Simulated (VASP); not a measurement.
In:

```
CELL_PARAMETERS angstrom
-1.69471 1.69471 2.29737
1.69471 -1.69471 2.29737
1.69471 1.69471 -2.29737
ATOMIC_POSITIONS crystal
In 0.00000 0.00000 0.00000
```

* Program: VASP 6.6.1
* Task: relaxation of cell and atoms
* Functional: RPBE
* Potentials or basis: VASP PAW PBE potentials, release 64 (In_d)
* Cutoff: 600 eV
* k mesh: 18 × 18 × 18
* Occupations: gaussian, width 0.1 eV
* Spin: no spin polarisation

At the start: pressure 3.3 GPa; volume 26.39 Å³/atom.

Where does the relaxation end?

Over 13 steps the energy falls by 23.5 meV/atom and the volume is 28.75 Å³/atom (+8.9 %); space group Fm-3m (No. 225, to 0.05 Å).

The path:
```tsv
step	energy change (eV)	largest force (eV/Å)	pressure (GPa)	volume (Å³)
1	0.0000	0.0000	3.26	26.39
2	-0.0219	0.0000	0.27	28.50
3	-0.0222	0.0000	-0.04	28.77
4	-0.0222	0.0000	0.02	28.73
5	-0.0226	0.0000	0.02	28.73
6	-0.0233	0.0000	0.01	28.75
7	-0.0233	0.0000	-0.02	28.78
8	-0.0235	0.0000	-0.03	28.77
9	-0.0235	0.0000	-0.02	28.77
10	-0.0235	0.0000	-0.02	28.78
11	-0.0235	0.0000	-0.03	28.77
12	-0.0235	0.0000	0.03	28.72
13	-0.0235	0.0000	0.00	28.75
```

Final structure:
```
In
1.0
    -1.72004    1.72004    2.42902
     1.72004   -1.72004    2.42902
     1.72004    1.72004   -2.42902
In
1
Direct
  0.00000 0.00000 0.00000
```

Caveat: the PAW data sets were made with another functional, which shifts forces and pressure a little.
